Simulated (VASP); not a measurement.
# TiSe2 (P-3m1) in VASP: further runs, part 2 of 2

VASP 6.6.1.

**3. Band structure, PBEsol**

The COD entry that gives the cell may itself be a prediction, so a difference from it is no test against experiment.

This run uses another cell than the first one, of 20.70 Å³/atom, 1.008 times its volume.

File INCAR:

```
SYSTEM = TiSe2
  ALGO = Normal
  EDIFF = 1E-7
  ENCUT = 520
  GGA = PS
  ICORELEVEL = 1
  ISIF = 2
  ISMEAR = 1
  LASPH = .True.
  LCHARG = .False.
  LMAXMIX = 4
  LREAL = .False.
  LWAVE = .False.
  NBANDS = 19
  NELM = 80
  PREC = Accurate
  SIGMA = 0.1
```

File KPOINTS:

```
k-points
0
Gamma
  12 12 6
  0 0 0
```

File POSCAR:

```
TiSe2                                   
1.0
    3.4768802474      0.0000000000     -0.0000000000
   -1.7384401237      3.0110666222      0.0000000000
    0.0000000000      0.0000000000      5.9319324457
  Ti              Se            
     1     2
Direct
     1.0000000000000000    0.0000000000000000    0.0000000000000000
     0.3333333300000021    0.6666666699999979    0.2608040534095612
     0.6666666699999979    0.3333333300000021    0.7391959465904389
```

File KPOINTS_OPT:

```
explicit points
141
Reciprocal
 0.0000000000  0.0000000000  0.0000000000 1
 0.0357142857  0.0000000000  0.0000000000 1
 0.0714285714  0.0000000000  0.0000000000 1
 0.1071428571  0.0000000000  0.0000000000 1
 0.1428571429  0.0000000000  0.0000000000 1
 0.1785714286  0.0000000000  0.0000000000 1
[... 133 lines left out ...]
 0.5000000000  0.0000000000  0.5000000000 1
 0.5000000000  0.0000000000  0.0000000000 1
```

Potentials or basis: VASP PAW PBE potentials, release 64 (Ti_sv, Se).

Started as:

```console
> cat potpaw_PBE.64/Ti_sv/POTCAR potpaw_PBE.64/Se/POTCAR > POTCAR
> mpirun -np 1 vasp_std > vasp.out
```

OUTCAR:

```text
SYSTEM = TiSe2
   EDIFF = 1E-7
   ENCUT = 520
   GGA = PS
   ISIF = 2
   ISMEAR = 1
   LASPH = .True.
   LREAL = .False.
   NELM = 80
   PREC = Accurate

 ion  position               nearest neighbor table
   1  0.000  0.000  0.000-   2 2.53   3 2.53   3 2.53   2 2.53   3 2.53   2 2.53
   2  0.333  0.667  0.261-   1 2.53   1 2.53   1 2.53
   3  0.667  0.333  0.739-   1 2.53   1 2.53   1 2.53

  LATTYP: Found a hexagonal cell.
 ALAT       =     3.4768802474
 C/A-ratio  =     1.7061077816

  Lattice vectors:

 A1 = (   3.4768802474,   0.0000000000,   0.0000000000)
 A2 = (  -1.7384401237,   3.0110666222,   0.0000000000)
 A3 = (   0.0000000000,   0.0000000000,   5.9319324457)

Analysis of symmetry for initial positions (statically):
=====================================================================
 Subroutine PRICEL returns:
 Original cell was already a primitive cell.

 Routine SETGRP: Setting up the symmetry group for a
 hexagonal supercell.

 Subroutine GETGRP returns: Found 12 space group operations
 (whereof 12 operations were pure point group operations)
 out of a pool of 24 trial point group operations.

The static configuration has the point symmetry D_3d.

Analysis of symmetry for dynamics (positions and initial velocities):
=====================================================================
 Subroutine PRICEL returns:
 Original cell was already a primitive cell.

 Routine SETGRP: Setting up the symmetry group for a
 hexagonal supercell.

 Subroutine GETGRP returns: Found 12 space group operations
 (whereof 12 operations were pure point group operations)
 out of a pool of 24 trial point group operations.

The dynamic configuration has the point symmetry D_3d.

 Subroutine INISYM returns: Found 12 space group operations
 (whereof 12 operations are pure point group operations),
 and found     1 'primitive' translations

----------------------------------------------------------------------------------------

                                     Primitive cell

  volume of cell :      62.1021

  direct lattice vectors                    reciprocal lattice vectors
     3.476880247  0.000000000  0.000000000     0.287614162  0.166054114  0.000000000
    -1.738440124  3.011066622  0.000000000     0.000000000  0.332108228  0.000000000
     0.000000000  0.000000000  5.931932446     0.000000000  0.000000000  0.168579128

  length of vectors
     3.476880247  3.476880249  5.931932446     0.332108228  0.332108228  0.168579128

  position of ions in fractional coordinates (direct lattice)
     0.000000000  0.000000000  0.000000000
     0.333333330  0.666666670  0.260804053
     0.666666670  0.333333330  0.739195947

  ion indices of the primitive-cell ions
   primitive index   ion index
                 1           1
                 2           2
                 3           3

----------------------------------------------------------------------------------------

 KPOINTS: k-points

Automatic generation of k-mesh.
 Grid dimensions read from file:
 generate k-points for:   12   12    6

[... 21 lines left out ...]
  0.083333 -0.000000  0.000000      6.000000
  0.166667  0.000000  0.000000      6.000000
  0.250000  0.000000  0.000000      6.000000
  0.333333 -0.000000  0.000000      6.000000
  0.416667  0.000000  0.000000      6.000000
[... 16 lines left out ...]
  0.166667  0.000000  0.166667      6.000000
  0.000000  0.166667  0.166667      6.000000
 [... further k-points ...]
   k-points           NKPTS =    100   k-points in BZ     NKDIM =    100   number of bands    NBANDS=     19
   number of dos      NEDOS =    301   number of ions     NIONS =      3
   total plane-waves  NPLWV =  37632
   dimension x,y,z NGX =    28 NGY =   28 NGZ =   48
   dimension x,y,z NGXF=    56 NGYF=   56 NGZF=   96
   ions per type =               1   2
   NGX,Y,Z   is equivalent  to a cutoff of  13.39, 13.39, 13.45 a.u.
   NGXF,Y,Z  is equivalent  to a cutoff of  26.78, 26.78, 26.90 a.u.
 SYSTEM =  TiSe2
   PREC   = accura    normal or accurate (medium, high low for compatibility)
   ISTART =      0    job   : 0-new  1-cont  2-samecut
   ICHARG =      2    charge: 1-file 2-atom 10-const
   ISPIN  =      1    spin polarized calculation?
   LNONCOLLINEAR =      F non collinear calculations
   LSORBIT =      F    spin-orbit coupling
   LASPH  =      T    aspherical Exc in radial PAW
   ENCUT  =  520.0 eV  38.22 Ry    6.18 a.u.   6.46  6.46 11.03*2*pi/ulx,y,z
   NELM   =     80;   NELMIN=  2; NELMDL= -5     # of ELM steps
   EDIFF  = 0.1E-06   stopping-criterion for ELM
   LREAL  =      F    real-space projection
   EDIFFG = 0.1E-05   stopping-criterion for IOM
   NSW    =      0    number of steps for IOM
   IBRION =     -1    ionic relax: 0-MD 1-quasi-New 2-CG
   NFREE  =      0    steps in history (QN), initial steepest desc. (CG)
   ISIF   =      2    stress and relaxation
   ISYM   =      2    0-nonsym 1-usesym 2-fastsym
   POTIM  = 0.5000    time-step for ionic-motion
   TEBEG  =    0.0;   TEEND  =   0.0 temperature during run
   PSTRESS=    0.0 pullay stress
   NELECT =      24.0000    total number of electrons
   NUPDOWN=      -1.0000    fix difference up-down
   EMIN   =  10.00;   EMAX   =-10.00  energy-range for DOS
   EFERMI =   0.00;   METHOD = LEGACY
   ISMEAR =     1;   SIGMA  =   0.10  broadening in eV -4-tet -1-fermi 0-gaus
   EFERMI_NEDOS =   21; number of points for ismear=-14 and -15
   IALGO  =     38    algorithm
   IMIX   =      4    mixing-type and parameters
     AMIX     =   0.40;   BMIX     =  1.00
     AMIX_MAG =   1.60;   BMIX_MAG =  1.00
  volume/ion in A,a.u.               =      20.70       139.70
  Fermi-wavevector in a.u.,A,eV,Ry     =   1.192458  2.253419 19.346892  1.421956
  Thomas-Fermi vector in A             =   2.328496
   LORBIT       =      0    0 simple, 1 ext, 2 COOP (PROOUT), +10 PAW based schemes
   GGA     = PS    functional components
   LHFCALC =     F    Hartree Fock is set to
   AEXX    =    0.0000 exact exchange contribution
   IVDW    =     0    specifies the selected vdW correction
   LEPSILON=     F    determine dielectric tensor
   LRPA    =     F    only Hartree local field effects (RPA)
 non-spin polarized calculation
 Methfessel and Paxton  Order N= 1 SIGMA  =   0.10
  energy-cutoff  :      520.00
  volume of cell :       62.10
 maximum number of plane-waves:      1690
 NGX is ok and might be reduce to    28
   NGX = 13   NGY = 13   NGZ = 23

 number of electron      24.0000000 magnetization

 Free energy of the ion-electron system (eV)
  ---------------------------------------------------
  ext. energy  EPLUGINS =         0.00000000
  ---------------------------------------------------
  free energy    TOTEN  =       -19.46300813 eV

  energy without entropy =      -19.46298458  energy(sigma->0) =      -19.46300028

 the core state eigenenergies are
   1-  1s  -4858.5831  2s   -527.1447  2p   -434.4411
   2-  1s -12492.1063  2s  -1595.6396  2p  -1401.9851  3s   -202.3673  3p   -141.8403
       3d    -42.0325
   3-  1s -12492.1063  2s  -1595.6396  2p  -1401.9851  3s   -202.3673  3p   -141.8403
       3d    -42.0325

 E-fermi :   5.1403     XC(G=0): -10.4076

 val. band max:        5.1276698038   @ k =   0.0000   0.4167   0.1667
 cond. band min:       5.1587570686   @ k =   0.5000   0.0000   0.1667
 fundamental gap:      0.0310872647
 Fermi energy:         5.1403098703

 k-point     1 :       0.0000    0.0000    0.0000
  band No.  band energies     occupation
      1     -52.1060      2.00000
      2     -28.4472      2.00000
      3     -28.4277      2.00000
      4     -28.4277      2.00000
      5      -9.0320      2.00000
      6      -7.4806      2.00000
[... 263 lines left out ...]
      6      -7.2047      2.00000
[... 11 lines left out ...]
     18      13.1191      0.00000
     19      13.6002      0.00000

------------------------ aborting loop because EDIFF is reached ----------------------------------------

  FORCE on cell =-STRESS in cart. coord.  units (eV):
  Direction    XX          YY          ZZ          XY          YZ          ZX
  --------------------------------------------------------------------------------------
  -------------------------------------------------------------------------------------
  Total       -0.0056369     -0.0056369      0.0079198      0.0000000      0.0000000      0.0000000
  in kB       -0.1454256     -0.1454256      0.2043234      0.0000000      0.0000000      0.0000000
  external PRESSURE =      -0.0288426 kB  Pullay stress =       0.0000000 kB

 VOLUME and BASIS-vectors are now :
 -----------------------------------------------------------------------------
  energy-cutoff  :      520.00
  volume of cell :       62.10
      direct lattice vectors                 reciprocal lattice vectors
     3.476880247  0.000000000  0.000000000     0.287614162  0.166054114  0.000000000
    -1.738440124  3.011066622  0.000000000     0.000000000  0.332108228  0.000000000
     0.000000000  0.000000000  5.931932446     0.000000000  0.000000000  0.168579128

 POSITION                                       TOTAL-FORCE (eV/Angst)
 -----------------------------------------------------------------------------------
      0.00000      0.00000      0.00000        -0.000000      0.000000      0.000000
     -0.00000      2.00738      1.54707        -0.000000      0.000000     -0.000743
      1.73844      1.00369      4.38486         0.000000     -0.000000      0.000743
 -----------------------------------------------------------------------------------
    total drift:                               -0.000000     -0.000000     -0.000000

  FREE ENERGIE OF THE ION-ELECTRON SYSTEM (eV)
  ---------------------------------------------------
  free  energy   TOTEN  =       -19.4630081313 eV

  energy  without entropy=      -19.4629845840  energy(sigma->0) =      -19.46300028
```

Run time: 3.6 min. Hardware: 1 thread of Intel Xeon Platinum 8259CL at 2.50GHz (Skylake/Cascade Lake), shared host; peak memory 0.32 GiB.

Results:

* Free energy: -19.4630 eV
* Pressure: 0.0 GPa
* Band gap along the path: none (metal or under the smearing width)

Levels at the corners of the path, in eV from the Fermi level:
```csv
point,band 8,band 9,band 10,band 11,band 12,band 13,band 14,band 15,band 16,band 17
Γ,-2.23,-2.23,0.28,0.52,0.52,0.57,0.65,0.65,3.42,3.42
M,-3.91,-2.87,-2.87,-2.24,-1.35,0.05,1.49,1.91,3.29,3.84
M,-3.91,-2.87,-2.87,-2.24,-1.35,0.05,1.49,1.91,3.29,3.84
K,-4.12,-4.12,-2.66,-2.66,-2.44,1.24,1.76,1.76,2.68,2.68
K,-4.12,-4.12,-2.66,-2.66,-2.44,1.24,1.76,1.76,2.68,2.68
Γ,-2.23,-2.23,0.28,0.52,0.52,0.57,0.65,0.65,3.42,3.42
Γ,-2.23,-2.23,0.28,0.52,0.52,0.57,0.65,0.65,3.42,3.42
A,-2.85,-2.16,-2.16,0.38,0.38,0.50,0.50,1.28,3.82,3.82
A,-2.85,-2.16,-2.16,0.38,0.38,0.50,0.50,1.28,3.82,3.82
L,-4.81,-2.83,-2.50,-1.17,-0.85,-0.26,1.49,1.88,3.18,4.12
L,-4.81,-2.83,-2.50,-1.17,-0.85,-0.26,1.49,1.88,3.18,4.12
H,-4.46,-3.88,-3.34,-2.11,-2.11,1.25,1.29,1.29,3.63,3.63
H,-4.46,-3.88,-3.34,-2.11,-2.11,1.25,1.29,1.29,3.63,3.63
A,-2.85,-2.16,-2.16,0.38,0.38,0.50,0.50,1.28,3.82,3.82
L,-4.81,-2.83,-2.50,-1.17,-0.85,-0.26,1.49,1.88,3.18,4.12
M,-3.91,-2.87,-2.87,-2.24,-1.35,0.05,1.49,1.91,3.29,3.84
K,-4.12,-4.12,-2.66,-2.66,-2.44,1.24,1.76,1.76,2.68,2.68
H,-4.46,-3.88,-3.34,-2.11,-2.11,1.25,1.29,1.29,3.63,3.63
```

Core levels (eV, on the scale of the bands):
```csv
atom,levels
1 Ti,"1s -4858.6, 2s -527.1, 2p -434.4"
2 Se,"1s -12492.1, 2s -1595.6, 2p -1402.0, 3s -202.4, 3p -141.8, 3d -42.0"
3 Se,"1s -12492.1, 2s -1595.6, 2p -1402.0, 3s -202.4, 3p -141.8, 3d -42.0"
```

Caveat: the PAW data sets were made with another functional, which shifts forces and pressure a little.
